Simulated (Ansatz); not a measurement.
Zn:

```
CELL_PARAMETERS angstrom
3.13807 0.00000 0.00000
0.00000 3.13807 0.00000
0.00000 0.00000 3.13807
ATOMIC_POSITIONS crystal
Zn 0.00000 0.00000 0.00000
Zn 0.50000 0.50000 0.50000
```

This isn't the form of Zn at room conditions, which is hcp.

* Program: Ansatz 0.2.0
* Task: relaxation of cell and atoms
* Functional: PBEsol
* Dispersion: D3(BJ)
* Potentials or basis: PseudoDojo PBEsol
* Cutoff: 1143 eV
* Density cutoff: 4572 eV
* k mesh: 9 × 9 × 9
* Occupations: tetrahedron-uncorrected
* Spin: no spin polarisation

At the start: volume 15.45 Å³/atom.

Q: Where does the relaxation end?

A: Over 6 steps the energy falls by 73.8 meV/atom and the volume is 13.43 Å³/atom (-13.1 %); space group Im-3m (No. 229, to 0.05 Å).

Step by step:
```
step  energy change (eV)  largest force (eV/Å)  volume (Å³)
   1              0.0000                0.0000        30.90
   2             -0.1419                0.0000        27.57
   3             -0.1469                0.0000        26.61
   4             -0.1477                0.0000        26.88
   5             -0.1477                0.0000        26.86
   6             -0.1476                0.0000        26.86
```

Final structure:
```yaml
crystal:
  lattice:
    - [2.99490, 0.00000, 0.00000]
    - [0.00000, 2.99490, 0.00000]
    - [0.00000, 0.00000, 2.99490]
  atoms:
    - { symbol: Zn, position: [0.00000, 0.00000, 0.00000] }
    - { symbol: Zn, position: [0.50000, 0.50000, 0.50000] }
```

Caveat: pairwise dispersion overbinds metals, which lowers pressure and volume.
